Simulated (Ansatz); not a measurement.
# SrO (Fm-3m) in Ansatz: notebook

Runs on SrO. Level: PBE. Tasks: relaxation of cell and atoms, single point.

Program: Ansatz 0.2.0. These are calculated values, not measurements. Logs are shortened: lines on timing, memory, paths and dates and some standing lists are left out, and cuts for length are marked.

### Step 1. The structure

The structure is cubic, space group Fm-3m (No. 225). Conventional cell: a = 5.133 Å, b = 5.133 Å, c = 5.133 Å, α = 90.00°, β = 90.00°, γ = 90.00°. Around Sr (site symmetry m-3m) lie 6 O at 2.57 Å. O (site symmetry m-3m) is surrounded by 6 Sr at 2.57 Å.

### Step 2. Relaxation of cell and atoms, PBE, target pressure 10 GPa, at which the enthalpy is minimised

Contents of input.yaml:

```yaml
crystal:
  lattice:
    - [0.0, 2.5663, 2.5663]
    - [2.5663, 0.0, 2.5663]
    - [2.5663, 2.5663, 0.0]
  atoms:
    - { symbol: Sr, position: [0.5, 0.5, 0.5] }
    - { symbol: O, position: [0.0, 0.0, 0.0] }
hamiltonian:
  xc: pbe
  pseudopotentials: { kind: paw }
kpoints:
  mp_grid: { grid: [9, 9, 9] }
scf:
  occupations: { method: fermi_dirac, width: 0.05 }
output:
  forces: true
  stress: true
  eigenvalues: true
  write_density: true
  write_potential: true
  elf: true
  volumetric_format: npy
relax:
  f_tol: 0.01
  max_steps: 40
  cell: { stress_tol: 0.05, p_target: 10.0 }
```

Potentials or basis: Ansatz PAW.

On the command line:

```sh
$ ansatz run input.yaml --threads 2 --pin off --max-ram 5632MiB --backend cpu --events-out ev --progress --plain --runs-dir out
```

Standard output:

```text
Warning: RAYON_NUM_THREADS=2 ignored (pool sized by the plan → 2); use --threads N
Engine: ansatz 0.2.0, x86_64-unknown-linux-gnu
Pseudopotentials: kind: paw
Pseudopotential: Sr, paw, valence charge 10, recommended cutoff 420 eV (normal), Sr.paw.azcp
Pseudopotential: O, paw, valence charge 6, recommended cutoff 420 eV (normal), O.paw.azcp
Functional definition: PBE
  parameter kappa = 0.804
  parameter beta = 0.06672455060314922
  exchange = pbe_x(kappa = kappa, mu = beta*pi^2/3)
  correlation = pbe_c(beta = beta)
Crystal: 2 atoms, lattice volume = 33.803 Å³
Basis set: ecut = 420 eV, 645 PW (Γ), exchange–correlation on 50×50×50 points (8 copies of the dense FFT grid, shifted against one another)
Bands: 12, of which v1, the nominal top of the filled ones, is band 8 counted from 1 (7 counted from 0)
Symmetry: 48 space group operations
Space group: Fm-3m (ITA 225), of the structure as read, at distance tolerance 3.2e-5 Å
k-points: 35 of 729
Non-local potential: Sr, projectors of the file, l = 0: 3, l = 1: 2, l = 2: 2
Non-local potential: O, projectors of the file, l = 0: 2, l = 1: 2, l = 2: 1
PAW form: soft (Blöchl's): semilocal exchange-correlation on the pseudo side does not see the compensation charge
PAW one-centre angular grid: Sr, 110 points (default); XC on 64 Gauss nodes
PAW one-centre angular grid: O, 110 points (default); XC on 64 Gauss nodes
Initial density: superposition of atomic densities (neutral atoms: chi_scale 0, normalization atom), corrected by the library's trained network
Initial wavefunctions: pseudopotential atomic-orbital guess
Functional: x = pbe(κ = 0.804, μ = 0.2195149727645171), c = pbe(β = 0.06672455060314922)
SCF iter   1: F=—  HF=-4114.615186 eV  |F-HF|=—  |Δ(HF+E_count)|=         —  Δρ=3.61e-4  dr2=5.89e-6  ethr=1.77e-3  ⟨swp⟩=8.2  Hψ=3319  notcnv=0
preconditioner: auto → none  [insulator: Δε(μ)=3.359 eV  Ē_g=16.215 eV  σ=0.050 eV  W_gap=1.00  n_scr=8 (ndim 8)  ℏωp=23.9 eV  f_vac=0.000  D(μ)=0.00/eV (n_scr^D=0)  ε∞_Penn≈3.2]
SCF iter   2: F=—  HF=-4114.616149 eV  |F-HF|=—  |Δ(HF+E_count)|=   9.63e-4  Δρ=4.18e-4  dr2=6.18e-5  ethr=3.68e-8  ⟨swp⟩=4.5  Hψ=1464  notcnv=0
SCF iter   3: F=—  HF=-4114.616169 eV  |F-HF|=—  |Δ(HF+E_count)|=   2.02e-5  Δρ=2.12e-4  dr2=1.39e-5  ethr=3.68e-8  ⟨swp⟩=2.9  Hψ=744  notcnv=0
SCF iter   4: F=—  HF=-4114.616197 eV  |F-HF|=—  |Δ(HF+E_count)|=   2.80e-5  Δρ=6.92e-5  dr2=1.78e-6  ethr=3.68e-8  ⟨swp⟩=2.1  Hψ=675  notcnv=0
SCF iter   5: F=—  HF=-4114.616197 eV  |F-HF|=—  |Δ(HF+E_count)|=   1.90e-7  Δρ=3.62e-5  dr2=5.00e-7  ethr=1.11e-8  ⟨swp⟩=1.0  Hψ=420  notcnv=0
SCF iter   6: F=—  HF=-4114.616197 eV  |F-HF|=—  |Δ(HF+E_count)|=   8.77e-8  Δρ=1.88e-5  dr2=1.38e-7  ethr=3.12e-9  ⟨swp⟩=1.0  Hψ=420  notcnv=0
SCF iter   7: F=-4114.616197 eV  HF=-4114.616197 eV  |F-HF|=8.02e-9  |Δ(HF+E_count)|=   2.88e-8  Δρ=4.95e-6  dr2=9.18e-9  ethr=6.25e-10  ⟨swp⟩=9.5  Hψ=2612  notcnv=0
SCF 1 converged in 7 iterations: F = -4114.616197 eV  dr2 = 9.18e-9
relax step   1: F+E_penalty+E_count = -4114.61619702 eV  Δ(F+E_penalty+E_count) = +0.000e0 eV  max|allowed force component| = 6.738e-30 eV/Å  Δτ_max = 0.0000 Å  P = +3.324 GPa  Ω = 33.803 Å³  (7 SCF iters, dr2 threshold 1.00e-7 eV, accepted)
Crystal: 2 atoms, lattice volume = 29.344 Å³
Basis set: ecut = 420 eV, 537 PW (Γ), exchange–correlation on 50×50×50 points (8 copies of the dense FFT grid, shifted against one another)
Initial density: handed on by an earlier stage of this run
Initial wavefunctions: those handed on with the density
iter 1 solved again at ethr=9.32e-5 eV; its pass at ethr=3.10e-3 eV (dr2=1.49e-2 eV) is discarded
SCF iter   1: F=—  HF=-4114.294598 eV  |F-HF|=—  |Δ(HF+E_count)|=         —  Δρ=8.34e-3  dr2=1.52e-2  ethr=9.32e-5  ⟨swp⟩=1.9  Hψ=3462  notcnv=0
preconditioner: auto → none  [insulator: Δε(μ)=3.252 eV  Ē_g=16.848 eV  σ=0.050 eV  W_gap=1.00  n_scr=8 (ndim 8)  ℏωp=25.6 eV  f_vac=0.000  D(μ)=0.00/eV (n_scr^D=0)  ε∞_Penn≈3.3]
SCF iter   2: F=—  HF=-4114.293758 eV  |F-HF|=—  |Δ(HF+E_count)|=   8.40e-4  Δρ=2.50e-3  dr2=1.53e-3  ethr=9.32e-5  ⟨swp⟩=2.0  Hψ=639  notcnv=0
SCF iter   3: F=—  HF=-4114.294625 eV  |F-HF|=—  |Δ(HF+E_count)|=   8.67e-4  Δρ=6.48e-4  dr2=1.21e-4  ethr=9.54e-6  ⟨swp⟩=2.0  Hψ=584  notcnv=0
SCF iter   4: F=—  HF=-4114.294720 eV  |F-HF|=—  |Δ(HF+E_count)|=   9.52e-5  Δρ=8.49e-5  dr2=8.80e-7  ethr=7.54e-7  ⟨swp⟩=2.1  Hψ=637  notcnv=0
iter 5 did not close the SCF: its close was put off for the readings that it lacked (scf_convergence_deferred on its scf_iter line)
SCF iter   5: F=-4114.294721 eV  HF=-4114.294721 eV  |F-HF|=3.40e-9  |Δ(HF+E_count)|=   1.99e-7  Δρ=8.46e-6  dr2=1.76e-8  ethr=5.50e-9  ⟨swp⟩=2.3  Hψ=698  notcnv=0
[... 39 lines left out ...]
SCF iter   6: F=-4114.540991 eV  HF=-4114.540991 eV  |F-HF|=9.09e-13  |Δ(HF+E_count)|=  6.37e-12  Δρ=2.81e-8  dr2=1.34e-13  ethr=1.00e-12  ⟨swp⟩=5.0  Hψ=1934  notcnv=0
SCF 5 converged in 6 iterations: F = -4114.540991 eV  dr2 = 1.34e-13
relax step   5: F+E_penalty+E_count = -4114.54099120 eV  Δ(F+E_penalty+E_count) = +3.198e-3 eV  max|allowed force component| = 9.729e-30 eV/Å  Δτ_max = 0.0000 Å  P = +9.775 GPa  Ω = 31.916 Å³  stress off target by 2.25e-1 GPa  SCF on the basis re-selected at this cell (its energy is not comparable with the rows above)  (6 SCF iters)
basis re-selected at this cell: Δ(F+E_penalty+E_count) = +3.198e-3 eV, ΔP = -0.196 GPa vs the last step (what re-selecting the basis moved, of the pressure what is left beyond the Pulay correction that the steps carried, after the strain that the cell walked since its last selection, with what the two solves' SCF thresholds leave and, on support functions, any second-order correction that the steps lacked; it is no measure of the basis error at this ecutwfc). The dense FFT grid was sized anew with the basis: this SCF ran on 24×24×24 points, the steps before it on 25×25×25, so part of this shift can come from that change (see relax.cell in the input reference). This SCF's stress stands 2.25e-1 GPa from its target on what of the cell is left free (relax.cell.stress_tol is 5.00e-2 GPa) and its largest allowed force component is 9.73e-30 eV/Å (relax.f_tol is 1.00e-2 eV/Å): not within both, so this SCF does not close the relaxation
Crystal: 2 atoms, lattice volume = 31.862 Å³
iter 1 solved again at ethr=1.81e-8 eV; its pass at ethr=3.10e-3 eV (dr2=2.90e-6 eV) is discarded
SCF iter   1: F=—  HF=-4114.537774 eV  |F-HF|=—  |Δ(HF+E_count)|=         —  Δρ=9.67e-5  dr2=2.19e-6  ethr=1.81e-8  ⟨swp⟩=2.5  Hψ=3128  notcnv=0
preconditioner: auto → none  [insulator: Δε(μ)=3.333 eV  Ē_g=16.468 eV  σ=0.050 eV  W_gap=1.00  n_scr=8 (ndim 8)  ℏωp=24.6 eV  f_vac=0.000  D(μ)=0.00/eV (n_scr^D=0)  ε∞_Penn≈3.2]
SCF iter   2: F=—  HF=-4114.537776 eV  |F-HF|=—  |Δ(HF+E_count)|=   2.31e-6  Δρ=3.14e-5  dr2=2.61e-7  ethr=1.37e-8  ⟨swp⟩=2.0  Hψ=523  notcnv=0
iter 3 did not close the SCF: its close was put off for the readings that it lacked (scf_convergence_deferred on its scf_iter line)
SCF iter   3: F=-4114.537776 eV  HF=-4114.537776 eV  |F-HF|=1.04e-8  |Δ(HF+E_count)|=   1.73e-7  Δρ=7.06e-6  dr2=1.73e-8  ethr=1.63e-9  ⟨swp⟩=2.0  Hψ=529  notcnv=0
iter 4 did not close the SCF: its close was put off for the readings that it lacked (scf_convergence_deferred on its scf_iter line)
SCF iter   4: F=-4114.537776 eV  HF=-4114.537776 eV  |F-HF|=2.64e-11  |Δ(HF+E_count)|=   1.57e-8  Δρ=1.00e-6  dr2=1.43e-10  ethr=1.08e-10  ⟨swp⟩=2.0  Hψ=533  notcnv=0
iter 5 did not close the SCF: its close was put off for the readings that it lacked (scf_convergence_deferred on its scf_iter line)
SCF iter   5: F=-4114.537776 eV  HF=-4114.537776 eV  |F-HF|=1.82e-12  |Δ(HF+E_count)|=    0.00e0  Δρ=1.40e-7  dr2=6.19e-12  ethr=1.00e-12  ⟨swp⟩=2.0  Hψ=691  notcnv=0
SCF iter   6: F=-4114.537776 eV  HF=-4114.537776 eV  |F-HF|=1.82e-12  |Δ(HF+E_count)|=  9.09e-13  Δρ=2.82e-8  dr2=7.49e-14  ethr=1.00e-12  ⟨swp⟩=5.1  Hψ=1925  notcnv=0
SCF 6 converged in 6 iterations: F = -4114.537776 eV  dr2 = 7.49e-14
relax step   6: F+E_penalty+E_count = -4114.53777606 eV  Δ(F+E_penalty+E_count) = +3.215e-3 eV  max|allowed force component| = 6.738e-30 eV/Å  Δτ_max = 0.0000 Å  P = +9.995 GPa  Ω = 31.862 Å³  energy of the carried Pulay correction = +1.293e-4 eV  (6 SCF iters, dr2 threshold 1.26e-7 eV, accepted)
iter 1 solved again at ethr=7.92e-7 eV; its pass at ethr=3.10e-3 eV (dr2=1.27e-4 eV) is discarded
SCF iter   1: F=—  HF=-4114.537625 eV  |F-HF|=—  |Δ(HF+E_count)|=         —  Δρ=1.51e-5  dr2=1.57e-8  ethr=7.92e-7  ⟨swp⟩=3.3  Hψ=4468  notcnv=0
eigensolver tolerance schedule: the retry pair's looser diagonalisation over-reported the residual by 8083.02 of it (diagonalisation noise at an unbounded share of the residual, at the tolerance the schedule requests for it); recorded, not acted on — ethr = c·dr2/N_el stays at c = 1.0e-1
SCF iter   2: F=—  HF=-4114.537627 eV  |F-HF|=—  |Δ(HF+E_count)|=   1.64e-6  Δρ=6.36e-6  dr2=3.77e-9  ethr=9.80e-11  ⟨swp⟩=3.3  Hψ=949  notcnv=0
SCF iter   3: F=—  HF=-4114.537627 eV  |F-HF|=—  |Δ(HF+E_count)|=   3.43e-9  Δρ=2.82e-6  dr2=3.46e-10  ethr=2.35e-11  ⟨swp⟩=2.1  Hψ=501  notcnv=0
SCF iter   4: F=—  HF=-4114.537627 eV  |F-HF|=—  |Δ(HF+E_count)|=   1.16e-9  Δρ=2.94e-7  dr2=2.65e-11  ethr=2.16e-12  ⟨swp⟩=2.0  Hψ=665  notcnv=0
iter 5 did not close the SCF: its close was put off for the readings that it lacked (scf_convergence_deferred on its scf_iter line)
SCF iter   5: F=-4114.537627 eV  HF=-4114.537627 eV  |F-HF|=9.09e-13  |Δ(HF+E_count)|=  9.09e-13  Δρ=4.64e-8  dr2=5.91e-13  ethr=1.00e-12  ⟨swp⟩=1.0  Hψ=420  notcnv=0
iter 6 did not close the SCF: its close was put off for the readings that it lacked (scf_convergence_deferred on its scf_iter line)
SCF iter   6: F=-4114.537627 eV  HF=-4114.537627 eV  |F-HF|=9.09e-13  |Δ(HF+E_count)|=  9.09e-13  Δρ=5.55e-9  dr2=2.37e-15  ethr=1.00e-12  ⟨swp⟩=1.0  Hψ=420  notcnv=0
iter 7 did not close the SCF: its close was put off for the readings that it lacked (scf_convergence_deferred on its scf_iter line)
SCF iter   7: F=-4114.537627 eV  HF=-4114.537627 eV  |F-HF|=1.82e-12  |Δ(HF+E_count)|=    0.00e0  Δρ=2.09e-9  dr2=1.44e-15  ethr=1.00e-12  ⟨swp⟩=1.0  Hψ=420  notcnv=0
iter 8 did not close the SCF: its close was put off for the readings that it lacked (scf_convergence_deferred on its scf_iter line)
SCF iter   8: F=-4114.537627 eV  HF=-4114.537627 eV  |F-HF|=9.09e-13  |Δ(HF+E_count)|=    0.00e0  Δρ=4.46e-10  dr2=6.80e-17  ethr=1.00e-12  ⟨swp⟩=1.0  Hψ=420  notcnv=0
SCF iter   9: F=-4114.537627 eV  HF=-4114.537627 eV  |F-HF|=0.00e0  |Δ(HF+E_count)|=    0.00e0  Δρ=1.35e-10  dr2=6.98e-18  ethr=1.00e-12  ⟨swp⟩=2.2  Hψ=1158  notcnv=0
SCF 7 converged in 9 iterations: F = -4114.537627 eV  dr2 = 6.98e-18
relax step   7: F+E_penalty+E_count = -4114.53762714 eV  Δ(F+E_penalty+E_count) = +1.489e-4 eV  max|allowed force component| = 4.635e-30 eV/Å  Δτ_max = 0.0000 Å  P = +9.991 GPa  Ω = 31.862 Å³  stress off target by 9.46e-3 GPa  SCF on the basis re-selected at this cell (its energy is not comparable with the rows above)  (9 SCF iters)
basis re-selected at this cell: Δ(F+E_penalty+E_count) = +1.489e-4 eV, ΔP = -0.004 GPa vs the last step (what re-selecting the basis moved, of the pressure what is left beyond the Pulay correction that the steps carried, after the strain that the cell walked since its last selection, with what the two solves' SCF thresholds leave and, on support functions, any second-order correction that the steps lacked; it is no measure of the basis error at this ecutwfc). This SCF's stress stands 9.46e-3 GPa from its target on what of the cell is left free (relax.cell.stress_tol is 5.00e-2 GPa) and its largest allowed force component is 4.63e-30 eV/Å (relax.f_tol is 1.00e-2 eV/Å): within both
SCF converged after 9 iterations
Free energy (F): -4114.537627 eV
Harris-Foulkes:  -4114.537627 eV  (|F-HF|=0.00e0)
Internal energy: -4114.537627 eV  (E = F + TS)
E sigma→0 (E₀):  -4114.537627 eV
Fermi energy:    10.368140 eV
--- Per-component energies (eV) ---
  E_band       = -44.592414
  E_kinetic    = 425.884444
  E_local      = -833.412015  (includes V_loc(G=0)·N_el)
  E_nonlocal   = 250.533684
  E_hartree    = 224.461459
  E_xc         = -250.265312
  E_vxc        = -260.376405  (∫ρ·V_xc dr)
  E_paw        = -2852.561550  (= ΣΔE_a)
  E_vpaw       = -76.147494  (= ΣTr[D̂ρ^β])
  E_aug_tail   = 0.002454  (compensation charges beyond the density's cutoff)
  E_ewald      = -1079.180790
  E_smearing   = -0.000000  (= −TS)
  E_closure    = -0.000000  (closes the sum)
  Σ components = -4114.537627   (vs F -4114.537627, Δ=0.00e0)
--- Forces (eV/Å), atoms counted from 1 ---
  atom   1  Sr     0.00000000    -0.00000000     0.00000000
  atom   2  O     -0.00000000     0.00000000     0.00000000
  max |Σ_I F_I| component: 7.56e-30 eV/Å
--- Stress (GPa, compression-positive) ---
        9.990543      -0.000000      -0.000000
       -0.000000       9.990543      -0.000000
       -0.000000      -0.000000       9.990543
  P = ⅓ Tr σ = 9.9905 GPa (99.905 kbar)
--- Band table (eV; the first three rows and the last of 35) ---
  k-point 0: bands = ["-23.4145", "-6.4666", "-4.9762", "-4.9762", "-4.9762", "8.6715", "8.6715", "8.6715", "13.1665", "15.0755", "15.0755", "15.0755"]
  k-point 1: bands = ["-23.3935", "-6.7659", "-4.9874", "-4.9874", "-4.7275", "8.2951", "8.4973", "8.4973", "13.7459", "14.9346", "15.3331", "15.3331"]
  k-point 2: bands = ["-23.3395", "-7.3141", "-5.0153", "-5.0153", "-4.3083", "7.5399", "8.0989", "8.0989", "14.8358", "15.0885", "16.0535", "16.0535"]
  k-point 34: bands = ["-23.1787", "-7.2627", "-5.7405", "-5.7250", "-4.4173", "7.4635", "8.2131", "8.3426", "14.4128", "15.5154", "17.8951", "20.0769"]
--- Relaxed structure (5 steps of the walk, 4 accepted, 2 SCFs on fresh bases) ---
  F+E_penalty+E_count = -4114.53762714 eV   max|allowed force component| = 4.635e-30 eV/Å   (the final SCF, on the basis selected at the relaxed cell)
  cell:  # Å, volume = 31.8619 Å³
    - [-2.19737920873129e-34, 2.516210673651733, 2.516210673651733]
    - [2.516210673651733, -1.5923035648292003e-35, 2.516210673651733]
    - [2.516210673651733, 2.516210673651733, -2.0381488131582358e-34]
  atoms:
    - { symbol: Sr, position: [0.5, 0.5, 0.5] }
    - { symbol: O, position: [7.887518244592695e-48, -7.754208077078452e-48, -9.309493364744616e-48] }
```

Wall time 5 s (2 threads of Intel Xeon Platinum 8259CL at 2.50GHz (Skylake/Cascade Lake), shared host); peak memory 0.36 GiB.

What came out:

```yaml
Free_energy: -4114.5376 eV
Relaxed_volume: 15.93 Å³/atom
Relaxed_cell: a = 3.558 Å, b = 3.558 Å, c = 3.558 Å, α = 60.00°, β = 60.00°, γ = 60.00°
Space_group_after_relaxing_to_0.05_Å: Fm-3m (No. 225)
Energy_change_on_relaxing_the_enthalpy_is_what_falls: +39.3 meV/atom
Ionic_steps: 6
Pressure_after_relaxing: 10.0 GPa
Band_gap_on_the_k_mesh: 3.33 eV, indirect (least direct gap 3.37 eV)
```

The path:
```csv
step,energy change (eV),largest force (eV/Å),volume (Å³)
1,0.0000,0.0000,33.80
2,0.0599,0.0000,32.13
3,0.0720,0.0000,31.92
4,0.0752,0.0000,31.92
5,0.0784,0.0000,31.86
6,0.0786,0.0000,31.86
```

Final structure:
```cif
data_structure
_symmetry_space_group_name_H-M 'P 1'
_symmetry_Int_Tables_number 1
_cell_length_a 3.5585
_cell_length_b 3.5585
_cell_length_c 3.5585
_cell_angle_alpha 60.000
_cell_angle_beta 60.000
_cell_angle_gamma 60.000
_cell_volume 31.86
loop_
_atom_site_label
_atom_site_type_symbol
_atom_site_fract_x
_atom_site_fract_y
_atom_site_fract_z
_atom_site_occupancy
Sr1 Sr 0.50000 0.50000 0.50000 1
O1 O 0.00000 0.00000 0.00000 1
```

Levels at points of the mesh, in eV from the valence-band top:
| k point | band 4 | band 5 | band 6 | band 7 | band 8 | band 9 | band 10 | band 11 | band 12 |
| --- | --- | --- | --- | --- | --- | --- | --- | --- | --- |
| (0.00, 0.00, 0.00) | -13.65 | -13.65 | 0.00 | 0.00 | 0.00 | 4.49 | 6.40 | 6.40 | 6.40 |

Caveat: odd divisions of the mesh miss points on the zone boundary, where band edges often lie, so the gap on the mesh can be too wide; the plane-wave basis is chosen anew once the cell has moved, so the energies of steps on either side of that aren't comparable; the pressure holds a Pulay correction of +0.4 GPa for the finite cutoff.

### Step 3. Relaxation of cell and atoms, PBE, target pressure 20 GPa, at which the enthalpy is minimised

input.yaml, as its differences from that of step 2:

```diff
@@ -26,2 +26,2 @@
   max_steps: 40
-  cell: { stress_tol: 0.05, p_target: 10.0 }
+  cell: { stress_tol: 0.05, p_target: 20.0 }
```

Potentials or basis: Ansatz PAW.

On the command line:

```sh
$ ansatz run input.yaml --threads 2 --pin off --max-ram 5632MiB --backend cpu --events-out ev --progress --plain --runs-dir out
```

Wall time 5.3 s (2 threads of Intel Xeon Platinum 8259CL at 2.50GHz (Skylake/Cascade Lake), shared host); peak memory 0.36 GiB.

It converged, with:

```yaml
Free_energy: -4114.3445 eV
Relaxed_volume: 14.88 Å³/atom
Relaxed_cell: a = 3.478 Å, b = 3.478 Å, c = 3.478 Å, α = 60.00°, β = 60.00°, γ = 60.00°
Space_group_after_relaxing_to_0.05_Å: Fm-3m (No. 225)
Energy_change_on_relaxing_the_enthalpy_is_what_falls: +135.9 meV/atom
Ionic_steps: 7
Pressure_after_relaxing: 20.0 GPa
Band_gap_on_the_k_mesh: 3.24 eV, direct
```

The path:
| step | energy change (eV) | largest force (eV/Å) | volume (Å³) |
| --- | --- | --- | --- |
| 1 | 0.0000 | 0.0000 | 33.80 |
| 2 | 0.3572 | 0.0000 | 29.10 |
| 3 | 0.2433 | 0.0000 | 29.95 |
| 4 | 0.2587 | 0.0000 | 29.82 |
| 5 | 0.2636 | 0.0000 | 29.82 |
| 6 | 0.2715 | 0.0000 | 29.76 |
| 7 | 0.2717 | 0.0000 | 29.76 |

Final structure:
```xyz
2
Lattice="0.0000 2.4596 2.4596 2.4596 0.0000 2.4596 2.4596 2.4596 0.0000" Properties=species:S:1:pos:R:3 pbc="T T T"
Sr    2.4596    2.4596    2.4596
O     0.0000    0.0000    0.0000
```

Levels at points of the mesh, in eV from the valence-band top:
| k point | band 5 | band 6 | band 7 | band 8 | band 9 | band 10 | band 11 | band 12 |
| --- | --- | --- | --- | --- | --- | --- | --- | --- |
| (0.00, 0.00, 0.00) | -13.37 | -0.03 | -0.03 | -0.03 | 5.02 | 6.51 | 6.51 | 6.51 |

Caveat: odd divisions of the mesh miss points on the zone boundary, where band edges often lie, so the gap on the mesh can be too wide; the plane-wave basis is chosen anew once the cell has moved, so the energies of steps on either side of that aren't comparable; the pressure holds a Pulay correction of +0.4 GPa for the finite cutoff. A k mesh can miss the band edges.

(Continued in part 2 of 2.)
